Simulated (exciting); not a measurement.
# Rh (Fm-3m) in exciting: further runs

The runs below take Rh through single point, with PBE.

All numbers are computed with exciting (release sodium); they aren't measurements. Logs are shortened: lines on timing, memory, paths and dates and some standing lists are left out, and cuts for length are marked.

### 1 The crystal as given

Symmetry: Fm-3m, No. 225, cubic system. The conventional cell has a = 3.796 Å, b = 3.796 Å, c = 3.796 Å, α = 90.00°, β = 90.00°, γ = 90.00°. Around Rh (site symmetry m-3m) lie 12 Rh at 2.68 Å.

### 2 Single point, PBE

Input file input.xml:

```xml
<input>
  <title>Rh</title>
  <structure speciespath="./" tshift="false">
    <crystal scale="1">
      <basevect>0.000000000000 3.586416725621 3.586416725621</basevect>
      <basevect>3.586416725621 0.000000000000 3.586416725621</basevect>
      <basevect>3.586416725621 3.586416725621 0.000000000000</basevect>
    </crystal>
    <species speciesfile="Rh.xml" rmt="2.3">
      <atom coord="0.000000000000 0.000000000000 0.000000000000"/>
    </species>
  </structure>
  <groundstate do="fromscratch" ngridk="12 12 12" rgkmax="9" gmaxvr="14" lmaxapw="10" lmaxmat="10" lmaxvr="8" xctype="GGA_PBE" stype="Gaussian" swidth="0.00099223" nempty="12" ValenceRelativity="iora*" epsengy="1e-05" epspot="1e-05" maxscl="60" tforce="true" outputlevel="high"/>
</input>
```

Potentials or basis: all-electron LAPW+lo, shipped species files, valence relativity iora*.

Run with:

```console
> OMP_NUM_THREADS=1 exciting_smp
```

INFO.OUT:

```text
================================================================================
EXCITING SODIUM started
[... 10 lines left out ...]

 Lattice vectors (cartesian) :
      0.0000000000      3.5864167256      3.5864167256
      3.5864167256      0.0000000000      3.5864167256
      3.5864167256      3.5864167256      0.0000000000

 Reciprocal lattice vectors (cartesian) :
     -0.8759697754      0.8759697754      0.8759697754
      0.8759697754     -0.8759697754      0.8759697754
      0.8759697754      0.8759697754     -0.8759697754

 Unit cell volume                           :      92.2597448873
 Brillouin zone volume                      :       2.6886071899

 Species :    1 (Rh)
     parameters loaded from                 :    Rh.xml
     name                                   :    rhodium
     nuclear charge                         :     -45.00000000
     electronic charge                      :      45.00000000
     atomic mass                            :  187585.25100000
     muffin-tin radius                      :       2.30000000
     # of radial points in muffin-tin       :     400

     atomic positions (lattice) :
[... 7 lines left out ...]
 Number of crystal symmetries               :      48

 k-point grid                               :      12   12   12
 Total number of k-points                   :      72
 k-point set is reduced with crystal symmetries

 R^MT_min * |G+k|_max (rgkmax)              :       9.00000000
 Species with R^MT_min                      :       1 (Rh)
 Maximum |G+k| for APW functions            :       3.91304348
 Maximum |G| for potential and density      :      14.00000000
 Polynomial order for pseudochg. density    :       9

 G-vector grid sizes                        :      24    24    24
 Total number of G-vectors                  :    4279

 Maximum angular momentum used for
     APW functions                          :      10
     computing H and O matrix elements      :      10
     potential and density                  :       8
     inner part of muffin-tin               :       2

 Total nuclear charge                       :     -45.00000000
 Total electronic charge                    :      45.00000000
 Total core charge                          :      28.00000000
 Total valence charge                       :      17.00000000

 Effective Wigner radius, r_s               :       0.78808013

 Number of empty states                     :      12
 Total number of valence states             :      21

 Maximum Hamiltonian size                   :     114
 Maximum number of plane-waves              :     101
 Total number of local-orbitals             :      13

 Exchange-correlation type                  :      20
     Perdew-Burke-Ernzerhof, Phys. Rev. Lett. 77, 3865 (1996)
     Generalised gradient approximation (GGA)

 Smearing scheme                            :    Gaussian
 Smearing width                             :       0.00099223

 Using multisecant Broyden potential mixing
[... 6 lines left out ...]
* Groundstate module started                                                   *
********************************************************************************
 Output level for this task is set to high

++++++++++++++++++++++++++++++++++++++++++++++++++++++++++++++++++++++++++++++++
[... 5 lines left out ...]
+ SCF iteration number :    1                                                  +
++++++++++++++++++++++++++++++++++++++++++++++++++++++++++++++++++++++++++++++++
 Total energy                               :     -4775.45328995
 _______________________________________________________________
 Fermi energy                               :         0.50634704
 Kinetic energy                             :      4993.68721232
 Coulomb energy                             :     -9630.44711248
 Exchange energy                            :      -136.28354489
 Correlation energy                         :        -2.40984490
 Sum of eigenvalues                         :     -2848.44516601
 Effective potential energy                 :     -7842.13237833
 Coulomb potential energy                   :     -7661.24795707
 xc potential energy                        :      -180.88442126
 Hartree energy                             :      1459.46031533
 Electron-nuclear energy                    :    -10580.16858773
 Nuclear-nuclear energy                     :      -509.73884008
 Madelung energy                            :     -5799.82313395
 Core-electron kinetic energy               :         0.00000000

 DOS at Fermi energy (states/Ha/cell)       :        12.90209760

 Electron charges :
     core                                   :        28.00000000
     core leakage                           :         0.00000020
     valence                                :        17.00000000
     interstitial                           :         1.97537668
     charge in muffin-tin spheres :
                  atom     1    Rh          :        43.02462332
     total charge in muffin-tins            :        43.02462332
     total charge                           :        45.00000000

++++++++++++++++++++++++++++++++++++++++++++++++++++++++++++++++++++++++++++++++
+ SCF iteration number :    2                                                  +
++++++++++++++++++++++++++++++++++++++++++++++++++++++++++++++++++++++++++++++++
 Total energy                               :     -4782.12325407
 _______________________________________________________________
 Fermi energy                               :         0.48108110
 Kinetic energy                             :      4989.98309141
 Coulomb energy                             :     -9633.22721265
 Exchange energy                            :      -136.47026856
 Correlation energy                         :        -2.40886428
 Sum of eigenvalues                         :     -2850.79904988
 Effective potential energy                 :     -7840.78214129
 Coulomb potential energy                   :     -7659.65290234
 xc potential energy                        :      -181.12923895
 Hartree energy                             :      1463.83547023
 Electron-nuclear energy                    :    -10587.32384280
 Nuclear-nuclear energy                     :      -509.73884008
 Madelung energy                            :     -5803.40076148
 Core-electron kinetic energy               :         0.00000000
[... 388 lines left out ...]
++++++++++++++++++++++++++++++++++++++++++++++++++++++++++++++++++++++++++++++++
+ SCF iteration number :   13                                                  +
++++++++++++++++++++++++++++++++++++++++++++++++++++++++++++++++++++++++++++++++
 Total energy                               :     -4785.26935656
 _______________________________________________________________
 Fermi energy                               :         0.45834444
 Kinetic energy                             :      4987.71542251
 Coulomb energy                             :     -9634.01559692
 Exchange energy                            :      -136.56089389
 Correlation energy                         :        -2.40828825
 Sum of eigenvalues                         :     -2851.78079803
 Effective potential energy                 :     -7839.49622055
 Coulomb potential energy                   :     -7658.24861805
 xc potential energy                        :      -181.24760250
 Hartree energy                             :      1466.02813880
 Electron-nuclear energy                    :    -10590.30489564
 Nuclear-nuclear energy                     :      -509.73884008
 Madelung energy                            :     -5804.89128790
 Core-electron kinetic energy               :         0.00000000

 DOS at Fermi energy (states/Ha/cell)       :        54.44058717

 Electron charges :
     core                                   :        28.00000000
     core leakage                           :         0.00000019
     valence                                :        17.00000000
     interstitial                           :         1.79833830
     charge in muffin-tin spheres :
                  atom     1    Rh          :        43.20166170
     total charge in muffin-tins            :        43.20166170
     total charge                           :        45.00000000

 RMS change in effective potential (target) :  0.458315E-09  ( 0.100000E-04)
 Absolute change in total energy   (target) :  0.396601E-06  ( 0.100000E-04)
 Charge distance                   (target) :  0.585708E-09  ( 0.100000E-04)
 Abs. change in max-nonIBS-force   (target) :   0.00000      ( 0.500000E-04)

++++++++++++++++++++++++++++++++++++++++++++++++++++++++++++++++++++++++++++++++
| Convergency criteria checked for the last 2 iterations                       +
| Convergence targets achieved. Performing final SCF iteration                 +
++++++++++++++++++++++++++++++++++++++++++++++++++++++++++++++++++++++++++++++++
 Total energy                               :     -4785.26935662
 _______________________________________________________________
 Fermi energy                               :         0.45834444
 Kinetic energy                             :      4987.71542248
 Coulomb energy                             :     -9634.01559696
 Exchange energy                            :      -136.56089390
 Correlation energy                         :        -2.40828825
 Sum of eigenvalues                         :     -2851.78079806
 Effective potential energy                 :     -7839.49622054
 Coulomb potential energy                   :     -7658.24861804
 xc potential energy                        :      -181.24760250
 Hartree energy                             :      1466.02813884
 Electron-nuclear energy                    :    -10590.30489572
 Nuclear-nuclear energy                     :      -509.73884008
 Madelung energy                            :     -5804.89128794
 Core-electron kinetic energy               :         0.00000000

 DOS at Fermi energy (states/Ha/cell)       :        54.44058809

 Electron charges :
     core                                   :        28.00000000
     core leakage                           :         0.00000019
     valence                                :        17.00000000
     interstitial                           :         1.79833830
     charge in muffin-tin spheres :
                  atom     1    Rh          :        43.20166170
     total charge in muffin-tins            :        43.20166170
     total charge                           :        45.00000000

++++++++++++++++++++++++++++++++++++++++++++++++++++++++++++++++++++++++++++++++
+ Self-consistent loop stopped                                                 +
++++++++++++++++++++++++++++++++++++++++++++++++++++++++++++++++++++++++++++++++
 STATE.OUT is written

--------------------------------------------------------------------------------
- Writing atomic positions and forces                                          -
--------------------------------------------------------------------------------

 Atomic positions (lattice) :
 atom     1  Rh  :     0.00000000    0.00000000    0.00000000

 Total atomic forces including IBS (cartesian) :
 atom     1  Rh  :     0.00000000    0.00000000    0.00000000

 Atomic force components including IBS (cartesian) :
 atom     1  Rh  :     0.00000000    0.00000000    0.00000000   HF force
                 :     0.00000000    0.00000000    0.00000000   core correction
                 :     0.00000000    0.00000000    0.00000000   IBS correction

********************************************************************************
* Groundstate module stopped                                                   *
********************************************************************************

================================================================================
| EXCITING SODIUM stopped                                                      =
================================================================================
```

Wall time 19 s (1 thread of Intel Xeon Platinum 8488C (Sapphire Rapids), shared host); peak memory 0.1 GiB.

Results:

* Free energy: -130213.8135 eV
* Band gap on the k mesh: none (metal or under the smearing width)
* All electrons inside the program's atomic spheres: Rh 43.20 (radii Rh 2.3 bohr)

Caveat: the log's total energy holds no entropy term; the free energy is that total less TS from the occupations.

(Part 1 of 2 ends here.)
